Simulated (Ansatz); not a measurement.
# Sc (Sc, simple cubic): the cost of one run

Computed with Ansatz 0.2.0 (DFT PBE, plane waves (420 eV) with PAW, scalar-relativistic, unless a step says otherwise).

### 1 The structure to begin with

Symmetry: Pm-3m, No. 221, cubic system. The conventional cell has a = 3.000 Å, b = 3.000 Å, c = 3.000 Å, α = 90.00°, β = 90.00°, γ = 90.00°. Around Sc (site symmetry m-3m) lie 6 Sc at 3.00 Å.

Structure file:

```cif
data_structure
_symmetry_space_group_name_H-M 'Pm-3m'
_symmetry_Int_Tables_number 221
_cell_length_a 3.0001
_cell_length_b 3.0001
_cell_length_c 3.0001
_cell_angle_alpha 90.000
_cell_angle_beta 90.000
_cell_angle_gamma 90.000
_cell_volume 27.00
loop_
_atom_site_label
_atom_site_type_symbol
_atom_site_symmetry_multiplicity
_atom_site_Wyckoff_symbol
_atom_site_fract_x
_atom_site_fract_y
_atom_site_fract_z
_atom_site_occupancy
Sc1 Sc 1 a 0.00000 0.00000 0.00000 1
```

### 2 Geometry optimisation

Input file input.yaml:

```yaml
crystal:
  lattice:
    - [3.0000848774, 0.0, 0.0]
    - [0.0, 3.0000848774, 0.0]
    - [0.0, 0.0, 3.0000848774]
  atoms:
    - { symbol: Sc, position: [0.0, 0.0, 0.0] }
hamiltonian:
  xc: pbe
  pseudopotentials:
    kind: paw
    azcp:
      Sc: "pseudopotentials/Sc.paw.azcp"
basis:
  ecutwfc: 420
  fft_grid_basis: typed
kpoints:
  mp_grid: { grid: [10, 10, 10], shift: [0, 0, 0] }
magnetization:
  spin_polarized: false
scf:
  occupations: { method: fermi_dirac, width: 0.1 }
relax:
  max_steps: 60
  f_tol: 0.01
  cell: {}
```

Started as:

```bash
$ ansatz run input.yaml --threads 1 --pin off --max-ram 3584MiB --backend cpu --events-out ev --progress --plain --runs-dir out
```

**Question.** How long does this run take on 1 thread of Intel Xeon Platinum 8259CL at 2.50GHz (Skylake/Cascade Lake), shared host, and how much memory does it need?

About 5.4 s, with a peak of 0.49 GiB.
